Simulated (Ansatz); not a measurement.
Notes on AgI

```yaml
crystal:
  lattice:
    - [4.55820, 0.00000, 0.00000]
    - [-2.27910, 3.94752, 0.00000]
    - [0.00000, 0.00000, 7.47425]
  atoms:
    - { symbol: Ag, position: [0.33330, 0.66670, 0.00000] }
    - { symbol: Ag, position: [0.66660, 0.33330, 0.50000] }
    - { symbol: I, position: [0.33330, 0.66670, 0.37500] }
    - { symbol: I, position: [0.66660, 0.33330, 0.87500] }
```

Single point in Ansatz 0.2.0 with PBE, no spin polarisation. Cutoff 420 eV, PAW datasets, 7×7×4 Γ-centred k mesh, fermi-dirac filling (width 0.1 eV).

(1) Describe some of the short contacts.

(2) Are the atoms at rest?

(3) Metal or insulator? Give the gap.

(4) Is it stable against the elements?

(5) How is the charge shared?

(6) What does the stress say?

(7) Which orbitals make up the band edges?

Origin: a database entry at a rescaled volume. Caveats: no spin-orbit coupling, which can shift this gap by tenths of an eV.

Results:

(1) Ag–I at 2.79 Å: least valence density 0.33 e/Å³ and ELF 0.26 there. Both are smooth PAW fields, read partly inside the augmentation spheres.

(2) Nearly at rest: the largest force is 0.023 eV/Å.

(3) The gap is 1.36 eV, direct at the points sampled. A semilocal functional usually gives too small a gap.

(4) -0.25 eV an atom against the elements' usual phases (free molecules for gases, crystals otherwise, with no correction for O₂ or N₂), so it is bound against them; other compounds may still compete. Relaxing would lower it.

(5) Bader charges in e: Ag +0.26, I -0.26. In the mean Ag gives up most and I takes most.

(6) The pressure is 2.6 GPa (compression positive), so with the atoms held at these fractions the cell would first expand.

(7) Within 0.7 eV of the edges, the states project mainly on I p (66 %) and Ag d (32 %) below the gap and on Ag s (68 %), I p (15 %) and I s (13 %) above it.
